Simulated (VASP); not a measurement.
# AlAs: band structure with PBE0

AlAs:

```xyz
2
Lattice="0.0000 2.8409 2.8409 2.8409 0.0000 2.8409 2.8409 2.8409 0.0000" Properties=species:S:1:pos:R:3 pbc="T T T"
Al    0.0000    0.0000    0.0000
As    1.4204    1.4204    1.4204
```

```
Program                            : VASP 6.6.1
Task                               : band structure
Functional                         : PBE0
Potentials or basis                : VASP PAW PBE potentials, release 64 (Al, As)
Cutoff                             : 520 eV
k mesh                             : 6 × 6 × 6
Occupations                        : gaussian, width 0.03 eV
Spin                               : no spin polarisation
Grid for exact exchange (PRECFOCK) : Fast
Exchange at q = 0                  : truncated
Further INCAR settings             : ALGO = Normal; EDIFF = 1e-06; NBANDS = 11
```

```json
{
  "Pressure": "-0.3 GPa",
  "Band gap on the k mesh": "2.76 eV, indirect (least direct gap 3.48 eV)",
  "Band gap along the path": "2.76 eV, indirect (least direct gap 3.48 eV)"
}
```

Levels at points of the mesh, in eV from the valence-band top:
```csv
k point,band 1,band 2,band 3,band 4,band 5,band 6,band 7,band 8
"(0.00, 0.00, 0.00)",-13.11,0.00,0.00,0.00,3.48,5.82,5.82,5.82
"(0.50, 0.00, 0.00)",-11.53,-6.17,-0.91,-0.91,3.53,6.23,6.23,9.38
"(0.50, 0.50, 0.00)",-10.91,-6.02,-2.39,-2.39,2.76,3.66,12.30,12.30
```

It took 3.6 min on 4 MPI ranks on Intel(R) Xeon(R) Platinum 8375C CPU @ 2.90GHz (Ice Lake), on a shared host, peak memory 0.21 GiB a rank.

Caveat: the PAW data sets were made with another functional, which shifts forces and pressure a little.
